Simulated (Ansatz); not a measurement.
# Be3S2: balancing the decomposition

All numbers below come from DFT PBE, scalar-relativistic, plane waves, PAW (Ansatz). Settings: cutoff 420 eV, Γ-centred meshes spaced at most about 0.3 Å⁻¹, and about 0.25 Å⁻¹ or finer for metals (2π included), Gaussian smearing. No spin polarisation.

The zero of energy is the elements' standard structures at the same level; no fitted shifts are applied.

These are static total energies at zero pressure. The reference form of S is held partly by dispersion forces, which this level lacks.

A trial structure of Be3S2 (reached from: 4-connected net, two elements spread over the vertices, changed on relaxing; relaxed: space group Imm2 (No. 44), a = 3.377 Å, b = 7.747 Å, c = 6.144 Å) has a formation energy of -0.482 eV/atom. At its composition the lowest mixture among the elements and 1 reference phase computed alike (others may be missing) consists of these:

| phase | source | ΔE_f (eV/atom) |
| --- | --- | --- |
| Be (solid) | element | 0.000 |
| BeS (F-43m) | COD | -1.070 |

Task: Write the balanced decomposition and find its energy per atom, per formula unit and per mole of formula units.

Result: Balancing Be and S gives Be3S2 → Be + 2 BeS. The left side holds 5 atoms, and the products take 1/5 (Be) and 4/5 (BeS) of them. The mixture therefore lies at 1/5 × (0.000) + 4/5 × (-1.070) = -0.856 eV/atom. The reaction energy is -0.856 − (-0.482) = -0.374 eV/atom. Times 5 atoms that is -1.870 eV per Be3S2, and times 96.485 it is -180 kJ per mole of Be3S2. Decomposition is downhill, so the trial structure is unstable against this mixture.
